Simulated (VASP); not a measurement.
# Tc (P6_3/mmc) in VASP: a series of runs, part 6 of 7

VASP 6.6.1. Earlier steps stand in the parts before.

**82. Equation of state, PBE, 13.87 Å³/atom**

File INCAR:

```
SYSTEM = Tc
ADDGRID  = .FALSE.      
ALGO     = Normal         ! electronic algorithm
EDIFF    = 1E-6           ! SCF threshold, eV
ENCUT    = 350            ! plane-wave cutoff, eV
GGA      = PE             ! functional
ISIF     = 2              ! what is computed and relaxed
ISMEAR   = 0              ! smearing method
LASPH    = .TRUE.         ! aspherical terms in the spheres
LCHARG   = .FALSE.        ! write CHGCAR
LREAL    = .FALSE.        ! projectors in reciprocal space
LWAVE    = .FALSE.        ! write WAVECAR
NELM     = 100            ! most SCF steps
PREC     = Accurate       ! precision mode
SIGMA    = 0.1            ! smearing width, eV
```

File KPOINTS:

```
k-points
0
G
  12 12 6
  0 0 0
```

File POSCAR:

```
Tc
1.0
    2.7123213399      0.0000000000      0.0000000000
   -1.3561606700      2.3489391836      0.0000000000
    0.0000000000      0.0000000000      4.3535727201
Tc
2
Direct
    0.6666666667      0.3333333333      0.7500000000
    0.3333333333      0.6666666667      0.2500000000
```

Started as:

```console
$ cat potpaw_PBE.64/Tc_pv/POTCAR > POTCAR
$ mpirun -np 1 vasp_std > vasp.out
```

Wall time 21 s (1 thread of AMD EPYC 7R43 (Zen 3), shared host); peak memory 0.1 GiB.

These settings aren't checked as converged: the numbers below hold their error.

Results:

```yaml
Free_energy: -20.6660 eV
Pressure: 11.5 GPa
Band_gap_on_the_k_mesh: none (metal or under the smearing width)
```

**83. Equation of state, PBE, 14.73 Å³/atom**

INCAR is that of step 82.

KPOINTS is that of step 82.

File POSCAR:

```
Tc
1.0
    2.7671304773      0.0000000000      0.0000000000
   -1.3835652386      2.3964052890      0.0000000000
    0.0000000000      0.0000000000      4.4415473866
Tc
2
Direct
    0.6666666667      0.3333333333      0.7500000000
    0.3333333333      0.6666666667      0.2500000000
```

Started as:

```console
$ cat potpaw_PBE.64/Tc_pv/POTCAR > POTCAR
$ mpirun -np 1 vasp_std > vasp.out
```

It took 24 s on 1 thread of AMD EPYC 7R43 (Zen 3), shared host; peak memory 0.1 GiB.

The run converged, but some of its settings lie outside the range that counts as converged, so its numbers aren't taken as properties of the crystal.

What came out:

- Free energy: -20.6957 eV
- Pressure: -7.2 GPa
- Band gap on the k mesh: none (metal or under the smearing width)

**84. Equation of state, PBE, 13.87 Å³/atom**

INCAR, as its differences from that of step 83:

```diff
@@ -4,3 +4,3 @@
 EDIFF    = 1E-6           ! SCF threshold, eV
-ENCUT    = 350            ! plane-wave cutoff, eV
+ENCUT    = 400            ! plane-wave cutoff, eV
 GGA      = PE             ! functional
```

KPOINTS is that of step 83.

File POSCAR:

```
Tc
1.0
    2.7123213399      0.0000000000      0.0000000000
   -1.3561606700      2.3489391836      0.0000000000
    0.0000000000      0.0000000000      4.3535727201
Tc
2
Direct
    0.6666666667      0.3333333333      0.7500000000
    0.3333333333      0.6666666667      0.2500000000
```

Potentials or basis: VASP PAW PBE potentials, release 64 (Tc_pv).

Started as:

```console
$ cat potpaw_PBE.64/Tc_pv/POTCAR > POTCAR
$ mpirun -np 1 vasp_std > vasp.out
```

Wall time 28 s (1 thread of AMD EPYC 7R43 (Zen 3), shared host); peak memory 0.1 GiB.

These settings aren't checked as converged: the numbers below hold their error.

Results:

```
Free energy            : -20.6614 eV
Pressure               : 11.2 GPa
Band gap on the k mesh : none (metal or under the smearing width)
```

**85. Equation of state, PBE, 14.73 Å³/atom**

INCAR is that of step 84.

KPOINTS is that of step 84.

File POSCAR:

```
Tc
1.0
    2.7671304773      0.0000000000      0.0000000000
   -1.3835652386      2.3964052890      0.0000000000
    0.0000000000      0.0000000000      4.4415473866
Tc
2
Direct
    0.6666666667      0.3333333333      0.7500000000
    0.3333333333      0.6666666667      0.2500000000
```

Started as:

```console
$ cat potpaw_PBE.64/Tc_pv/POTCAR > POTCAR
$ mpirun -np 1 vasp_std > vasp.out
```

Wall time 24 s (1 thread of AMD EPYC 7R43 (Zen 3), shared host); peak memory 0.1 GiB.

The run converged, but some of its settings lie outside the range that counts as converged, so its numbers aren't taken as properties of the crystal.

Results:

```yaml
Free_energy: -20.6903 eV
Pressure: -7.5 GPa
Band_gap_on_the_k_mesh: none (metal or under the smearing width)
```

**86. Equation of state, PBE, 13.87 Å³/atom**

INCAR, as its differences from that of step 85:

```diff
@@ -4,3 +4,3 @@
 EDIFF    = 1E-6           ! SCF threshold, eV
-ENCUT    = 400            ! plane-wave cutoff, eV
+ENCUT    = 450            ! plane-wave cutoff, eV
 GGA      = PE             ! functional
```

KPOINTS is that of step 85.

File POSCAR:

```
Tc
1.0
    2.7123213399      0.0000000000      0.0000000000
   -1.3561606700      2.3489391836      0.0000000000
    0.0000000000      0.0000000000      4.3535727201
Tc
2
Direct
    0.6666666667      0.3333333333      0.7500000000
    0.3333333333      0.6666666667      0.2500000000
```

Started as:

```console
$ cat potpaw_PBE.64/Tc_pv/POTCAR > POTCAR
$ mpirun -np 1 vasp_std > vasp.out
```

It took 31 s on 1 thread of AMD EPYC 7R43 (Zen 3), shared host; peak memory 0.11 GiB.

The run converged, but some of its settings lie outside the range that counts as converged, so its numbers aren't taken as properties of the crystal.

Results:

```
Free energy            : -20.6601 eV
Pressure               : 11.7 GPa
Band gap on the k mesh : none (metal or under the smearing width)
```

**87. Equation of state, PBE, 14.73 Å³/atom**

INCAR is that of step 86.

KPOINTS is that of step 86.

File POSCAR:

```
Tc
1.0
    2.7671304773      0.0000000000      0.0000000000
   -1.3835652386      2.3964052890      0.0000000000
    0.0000000000      0.0000000000      4.4415473866
Tc
2
Direct
    0.6666666667      0.3333333333      0.7500000000
    0.3333333333      0.6666666667      0.2500000000
```

Potentials or basis: VASP PAW PBE potentials, release 64 (Tc_pv).

Started as:

```console
$ cat potpaw_PBE.64/Tc_pv/POTCAR > POTCAR
$ mpirun -np 1 vasp_std > vasp.out
```

It took 28 s on 1 thread of AMD EPYC 7R43 (Zen 3), shared host; peak memory 0.11 GiB.

The run converged, but some of its settings lie outside the range that counts as converged, so its numbers aren't taken as properties of the crystal.

Results:

| Quantity | Value |
| --- | --- |
| Free energy | -20.6887 eV |
| Pressure | -7.0 GPa |
| Band gap on the k mesh | none (metal or under the smearing width) |

**88. Equation of state, PBE, 13.87 Å³/atom**

INCAR, as its differences from that of step 87:

```diff
@@ -14,2 +14,2 @@
 PREC     = Accurate       ! precision mode
-SIGMA    = 0.1            ! smearing width, eV
+SIGMA    = 0.4            ! smearing width, eV
```

KPOINTS is that of step 87.

File POSCAR:

```
Tc
1.0
    2.7123213399      0.0000000000      0.0000000000
   -1.3561606700      2.3489391836      0.0000000000
    0.0000000000      0.0000000000      4.3535727201
Tc
2
Direct
    0.6666666667      0.3333333333      0.7500000000
    0.3333333333      0.6666666667      0.2500000000
```

Started as:

```console
$ cat potpaw_PBE.64/Tc_pv/POTCAR > POTCAR
$ mpirun -np 1 vasp_std > vasp.out
```

Wall time 29 s (1 thread of AMD EPYC 7R43 (Zen 3), shared host); peak memory 0.11 GiB.

The run converged, but some of its settings lie outside the range that counts as converged, so its numbers aren't taken as properties of the crystal.

What came out:

```yaml
Free_energy: -20.7354 eV
Pressure: 12.3 GPa
Band_gap_on_the_k_mesh: none (metal or under the smearing width)
```

**89. Equation of state, PBE, 14.73 Å³/atom**

INCAR is that of step 88.

KPOINTS is that of step 88.

File POSCAR:

```
Tc
1.0
    2.7671304773      0.0000000000      0.0000000000
   -1.3835652386      2.3964052890      0.0000000000
    0.0000000000      0.0000000000      4.4415473866
Tc
2
Direct
    0.6666666667      0.3333333333      0.7500000000
    0.3333333333      0.6666666667      0.2500000000
```

Started as:

```console
$ cat potpaw_PBE.64/Tc_pv/POTCAR > POTCAR
$ mpirun -np 1 vasp_std > vasp.out
```

It took 28 s on 1 thread of AMD EPYC 7R43 (Zen 3), shared host; peak memory 0.11 GiB.

The run converged, but some of its settings lie outside the range that counts as converged, so its numbers aren't taken as properties of the crystal.

What came out:

```yaml
Free_energy: -20.7711 eV
Pressure: -6.3 GPa
Band_gap_on_the_k_mesh: none (metal or under the smearing width)
```

**90. Equation of state, PBE, 13.87 Å³/atom**

INCAR, as its differences from that of step 89:

```diff
@@ -14,2 +14,2 @@
 PREC     = Accurate       ! precision mode
-SIGMA    = 0.4            ! smearing width, eV
+SIGMA    = 0.2            ! smearing width, eV
```

KPOINTS is that of step 89.

File POSCAR:

```
Tc
1.0
    2.7123213399      0.0000000000      0.0000000000
   -1.3561606700      2.3489391836      0.0000000000
    0.0000000000      0.0000000000      4.3535727201
Tc
2
Direct
    0.6666666667      0.3333333333      0.7500000000
    0.3333333333      0.6666666667      0.2500000000
```

Potentials or basis: VASP PAW PBE potentials, release 64 (Tc_pv).

Started as:

```console
$ cat potpaw_PBE.64/Tc_pv/POTCAR > POTCAR
$ mpirun -np 1 vasp_std > vasp.out
```

Wall time 29 s (1 thread of AMD EPYC 7R43 (Zen 3), shared host); peak memory 0.11 GiB.

The run converged, but some of its settings lie outside the range that counts as converged, so its numbers aren't taken as properties of the crystal.

Results:

- Free energy: -20.6743 eV
- Pressure: 11.8 GPa
- Band gap on the k mesh: none (metal or under the smearing width)

**91. Equation of state, PBE, 14.73 Å³/atom**

INCAR is that of step 90.

KPOINTS is that of step 90.

File POSCAR:

```
Tc
1.0
    2.7671304773      0.0000000000      0.0000000000
   -1.3835652386      2.3964052890      0.0000000000
    0.0000000000      0.0000000000      4.4415473866
Tc
2
Direct
    0.6666666667      0.3333333333      0.7500000000
    0.3333333333      0.6666666667      0.2500000000
```

Started as:

```console
$ cat potpaw_PBE.64/Tc_pv/POTCAR > POTCAR
$ mpirun -np 1 vasp_std > vasp.out
```

It took 28 s on 1 thread of AMD EPYC 7R43 (Zen 3), shared host; peak memory 0.11 GiB.

The run converged, but some of its settings lie outside the range that counts as converged, so its numbers aren't taken as properties of the crystal.

What came out:

| Quantity | Value |
| --- | --- |
| Free energy | -20.7042 eV |
| Pressure | -6.9 GPa |
| Band gap on the k mesh | none (metal or under the smearing width) |

**92. Equation of state, PBE, 13.87 Å³/atom**

INCAR, as its differences from that of step 91:

```diff
@@ -14,2 +14,2 @@
 PREC     = Accurate       ! precision mode
-SIGMA    = 0.2            ! smearing width, eV
+SIGMA    = 0.05           ! smearing width, eV
```

KPOINTS is that of step 91.

File POSCAR:

```
Tc
1.0
    2.7123213399      0.0000000000      0.0000000000
   -1.3561606700      2.3489391836      0.0000000000
    0.0000000000      0.0000000000      4.3535727201
Tc
2
Direct
    0.6666666667      0.3333333333      0.7500000000
    0.3333333333      0.6666666667      0.2500000000
```

Started as:

```console
$ cat potpaw_PBE.64/Tc_pv/POTCAR > POTCAR
$ mpirun -np 1 vasp_std > vasp.out
```

It took 31 s on 1 thread of AMD EPYC 7R43 (Zen 3), shared host; peak memory 0.11 GiB.

The run converged, but some of its settings lie outside the range that counts as converged, so its numbers aren't taken as properties of the crystal.

Results:

```
Free energy            : -20.6562 eV
Pressure               : 11.7 GPa
Band gap on the k mesh : none (metal or under the smearing width)
```

**93. Equation of state, PBE, 14.73 Å³/atom**

INCAR is that of step 92.

KPOINTS is that of step 92.

File POSCAR:

```
Tc
1.0
    2.7671304773      0.0000000000      0.0000000000
   -1.3835652386      2.3964052890      0.0000000000
    0.0000000000      0.0000000000      4.4415473866
Tc
2
Direct
    0.6666666667      0.3333333333      0.7500000000
    0.3333333333      0.6666666667      0.2500000000
```

Potentials or basis: VASP PAW PBE potentials, release 64 (Tc_pv).

Started as:

```console
$ cat potpaw_PBE.64/Tc_pv/POTCAR > POTCAR
$ mpirun -np 1 vasp_std > vasp.out
```

Run time: 31 s. Hardware: 1 thread of AMD EPYC 7R43 (Zen 3), shared host; peak memory 0.11 GiB.

The run converged, but some of its settings lie outside the range that counts as converged, so its numbers aren't taken as properties of the crystal.

Results:

| Property | Result |
| --- | --- |
| Free energy | -20.6850 eV |
| Pressure | -7.0 GPa |
| Band gap on the k mesh | none (metal or under the smearing width) |

**94. Equation of state, PBE, 13.87 Å³/atom**

INCAR, as its differences from that of step 93:

```diff
@@ -14,2 +14,2 @@
 PREC     = Accurate       ! precision mode
-SIGMA    = 0.05           ! smearing width, eV
+SIGMA    = 0.02           ! smearing width, eV
```

KPOINTS is that of step 93.

File POSCAR:

```
Tc
1.0
    2.7123213399      0.0000000000      0.0000000000
   -1.3561606700      2.3489391836      0.0000000000
    0.0000000000      0.0000000000      4.3535727201
Tc
2
Direct
    0.6666666667      0.3333333333      0.7500000000
    0.3333333333      0.6666666667      0.2500000000
```

Started as:

```console
$ cat potpaw_PBE.64/Tc_pv/POTCAR > POTCAR
$ mpirun -np 1 vasp_std > vasp.out
```

Run time: 38 s. Hardware: 1 thread of AMD EPYC 7R43 (Zen 3), shared host; peak memory 0.11 GiB.

These settings aren't checked as converged: the numbers below hold their error.

Results:

```yaml
Free_energy: -20.6547 eV
Pressure: 11.7 GPa
Band_gap_on_the_k_mesh: none (metal or under the smearing width)
```

**95. Equation of state, PBE, 14.73 Å³/atom**

INCAR is that of step 94.

KPOINTS is that of step 94.

File POSCAR:

```
Tc
1.0
    2.7671304773      0.0000000000      0.0000000000
   -1.3835652386      2.3964052890      0.0000000000
    0.0000000000      0.0000000000      4.4415473866
Tc
2
Direct
    0.6666666667      0.3333333333      0.7500000000
    0.3333333333      0.6666666667      0.2500000000
```

Started as:

```console
$ cat potpaw_PBE.64/Tc_pv/POTCAR > POTCAR
$ mpirun -np 1 vasp_std > vasp.out
```

Run time: 31 s. Hardware: 1 thread of AMD EPYC 7R43 (Zen 3), shared host; peak memory 0.11 GiB.

The run converged, but some of its settings lie outside the range that counts as converged, so its numbers aren't taken as properties of the crystal.

What came out:

* Free energy: -20.6838 eV
* Pressure: -7.0 GPa
* Band gap on the k mesh: none (metal or under the smearing width)

**96. Equation of state, PBE, 13.87 Å³/atom**

INCAR, as its differences from that of step 95:

```diff
@@ -7,3 +7,3 @@
 ISIF     = 2              ! what is computed and relaxed
-ISMEAR   = 0              ! smearing method
+ISMEAR   = -5             ! smearing method
 LASPH    = .TRUE.         ! aspherical terms in the spheres
@@ -14,2 +14,2 @@
 PREC     = Accurate       ! precision mode
-SIGMA    = 0.02           ! smearing width, eV
+SIGMA    = 0.1            ! smearing width, eV
```

KPOINTS is that of step 95.

File POSCAR:

```
Tc
1.0
    2.7123213399      0.0000000000      0.0000000000
   -1.3561606700      2.3489391836      0.0000000000
    0.0000000000      0.0000000000      4.3535727201
Tc
2
Direct
    0.6666666667      0.3333333333      0.7500000000
    0.3333333333      0.6666666667      0.2500000000
```

Potentials or basis: VASP PAW PBE potentials, release 64 (Tc_pv).

Started as:

```console
$ cat potpaw_PBE.64/Tc_pv/POTCAR > POTCAR
$ mpirun -np 1 vasp_std > vasp.out
```

Run time: 41 s. Hardware: 1 thread of AMD EPYC 7R43 (Zen 3), shared host; peak memory 0.11 GiB.

These settings aren't checked as converged: the numbers below hold their error.

Results:

* Free energy: -20.6498 eV
* Pressure: 12.0 GPa
* Band gap on the k mesh: none (metal or under the smearing width)

Caveat: tetrahedron occupations give inexact forces and stress in metals.

**97. Equation of state, PBE, 14.73 Å³/atom**

INCAR is that of step 96.

KPOINTS is that of step 96.

File POSCAR:

```
Tc
1.0
    2.7671304773      0.0000000000      0.0000000000
   -1.3835652386      2.3964052890      0.0000000000
    0.0000000000      0.0000000000      4.4415473866
Tc
2
Direct
    0.6666666667      0.3333333333      0.7500000000
    0.3333333333      0.6666666667      0.2500000000
```

Started as:

```console
$ cat potpaw_PBE.64/Tc_pv/POTCAR > POTCAR
$ mpirun -np 1 vasp_std > vasp.out
```

Run time: 32 s. Hardware: 1 thread of AMD EPYC 7R43 (Zen 3), shared host; peak memory 0.11 GiB.

The run converged, but some of its settings lie outside the range that counts as converged, so its numbers aren't taken as properties of the crystal.

Results:

```yaml
Free_energy: -20.6793 eV
Pressure: -6.8 GPa
Band_gap_on_the_k_mesh: none (metal or under the smearing width)
```

Caveat: tetrahedron occupations give inexact forces and stress in metals.

**98. Equation of state, PBE, 13.87 Å³/atom**

INCAR, as its differences from that of step 97:

```diff
@@ -7,3 +7,3 @@
 ISIF     = 2              ! what is computed and relaxed
-ISMEAR   = -5             ! smearing method
+ISMEAR   = 1              ! smearing method
 LASPH    = .TRUE.         ! aspherical terms in the spheres
```

KPOINTS is that of step 97.

File POSCAR:

```
Tc
1.0
    2.7123213399      0.0000000000      0.0000000000
   -1.3561606700      2.3489391836      0.0000000000
    0.0000000000      0.0000000000      4.3535727201
Tc
2
Direct
    0.6666666667      0.3333333333      0.7500000000
    0.3333333333      0.6666666667      0.2500000000
```

Started as:

```console
$ cat potpaw_PBE.64/Tc_pv/POTCAR > POTCAR
$ mpirun -np 1 vasp_std > vasp.out
```

Wall time 22 s (1 thread of AMD EPYC 7R43 (Zen 3), shared host); peak memory 0.11 GiB.

The run converged, but some of its settings lie outside the range that counts as converged, so its numbers aren't taken as properties of the crystal.

Results:

* Free energy: -20.6554 eV
* Pressure: 11.7 GPa
* Band gap on the k mesh: none (metal or under the smearing width)

**99. Equation of state, PBE, 14.73 Å³/atom**

INCAR is that of step 98.

KPOINTS is that of step 98.

File POSCAR:

```
Tc
1.0
    2.7671304773      0.0000000000      0.0000000000
   -1.3835652386      2.3964052890      0.0000000000
    0.0000000000      0.0000000000      4.4415473866
Tc
2
Direct
    0.6666666667      0.3333333333      0.7500000000
    0.3333333333      0.6666666667      0.2500000000
```

Potentials or basis: VASP PAW PBE potentials, release 64 (Tc_pv).

Started as:

```console
$ cat potpaw_PBE.64/Tc_pv/POTCAR > POTCAR
$ mpirun -np 1 vasp_std > vasp.out
```

Wall time 24 s (1 thread of AMD EPYC 7R43 (Zen 3), shared host); peak memory 0.11 GiB.

The run converged, but some of its settings lie outside the range that counts as converged, so its numbers aren't taken as properties of the crystal.

Results:

- Free energy: -20.6839 eV
- Pressure: -7.1 GPa
- Band gap on the k mesh: none (metal or under the smearing width)

**100. Equation of state, PBE, 13.87 Å³/atom**

INCAR, as its differences from that of step 99:

```diff
@@ -7,3 +7,3 @@
 ISIF     = 2              ! what is computed and relaxed
-ISMEAR   = 1              ! smearing method
+ISMEAR   = -1             ! smearing method
 LASPH    = .TRUE.         ! aspherical terms in the spheres
```

KPOINTS is that of step 99.

File POSCAR:

```
Tc
1.0
    2.7123213399      0.0000000000      0.0000000000
   -1.3561606700      2.3489391836      0.0000000000
    0.0000000000      0.0000000000      4.3535727201
Tc
2
Direct
    0.6666666667      0.3333333333      0.7500000000
    0.3333333333      0.6666666667      0.2500000000
```

Started as:

```console
$ cat potpaw_PBE.64/Tc_pv/POTCAR > POTCAR
$ mpirun -np 1 vasp_std > vasp.out
```

Wall time 22 s (1 thread of AMD EPYC 7R43 (Zen 3), shared host); peak memory 0.11 GiB.

The run converged, but some of its settings lie outside the range that counts as converged, so its numbers aren't taken as properties of the crystal.

What came out:

```yaml
Free_energy: -20.6875 eV
Pressure: 11.9 GPa
Band_gap_on_the_k_mesh: none (metal or under the smearing width)
```

**101. Equation of state, PBE, 14.73 Å³/atom**

INCAR is that of step 100.

KPOINTS is that of step 100.

File POSCAR:

```
Tc
1.0
    2.7671304773      0.0000000000      0.0000000000
   -1.3835652386      2.3964052890      0.0000000000
    0.0000000000      0.0000000000      4.4415473866
Tc
2
Direct
    0.6666666667      0.3333333333      0.7500000000
    0.3333333333      0.6666666667      0.2500000000
```

Started as:

```console
$ cat potpaw_PBE.64/Tc_pv/POTCAR > POTCAR
$ mpirun -np 1 vasp_std > vasp.out
```

Run time: 22 s. Hardware: 1 thread of AMD EPYC 7R43 (Zen 3), shared host; peak memory 0.11 GiB.

The run converged, but some of its settings lie outside the range that counts as converged, so its numbers aren't taken as properties of the crystal.

Results:

| Item | Value |
| --- | --- |
| Free energy | -20.7186 eV |
| Pressure | -6.8 GPa |
| Band gap on the k mesh | none (metal or under the smearing width) |

(Continued in part 7 of 7.)
